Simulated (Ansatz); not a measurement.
ZnS: moving S off its site

ZnS, P6_3mc, a = 3.807 Å, c = 6.246 Å. The compound has several low-lying forms, and this is one of them. Ansatz: r2SCAN, PAW, 500 eV, Γ-centred 6×6×4 mesh on 4 atoms, Gaussian smearing 0.05 eV; no spin polarisation.

```xyz
4
Lattice="3.8067 0.0000 0.0000 -1.9034 3.2967 0.0000 0.0000 0.0000 6.2457" Properties=species:S:1:pos:R:3 pbc="T T T"
Zn    0.0000    2.1978    0.0337
Zn    1.9034    1.0989    3.1565
S     0.0000    2.1978    2.3710
S     1.9034    1.0989    5.4938
```

Atom 3 (S) moves by x along the unit vector (-0.500, -0.866, 0.000), with its periodic images; all else is held. y is the free energy of the cell over the start, F the force along the path summed over the moved atoms. Symmetry makes y even in x.

| x (Å) | y (meV) | F (eV/Å) |
| --- | --- | --- |
| -0.450 | 762.6 | 3.80 |
| -0.270 | 252.9 | 1.96 |
| -0.090 | 26.9 | 0.60 |
| 0.000 | 0.0 | 0.00 |
| 0.135 | 60.9 | -0.91 |
| 0.180 | 109.3 | -1.24 |
| 0.225 | 173.0 | -1.59 |
| 0.315 | 350.3 | -2.37 |
| 0.360 | ? | ? |
| 0.405 | 603.4 | -3.28 |

Task: Fit y = c2 x² + c4 x⁴ to the energies of the other rows, give the force constant, and predict energy and force of the missing row.

Result: Least squares on the rows shown. y = 3302.4 x² + 2290.9 x⁴. The force constant is 2 c2 = 6.60 eV/Å² (for all images moving together, not for a lone atom). The force −dy/dx at the missing row is -2.81 eV/Å (computed -2.81). At x = 0.360 the fit asked for gives 466.5 meV. The run gave 466.6 meV, so the fit is 0.1 meV too low, within twice the rms miss on the fitted rows (0.07 meV).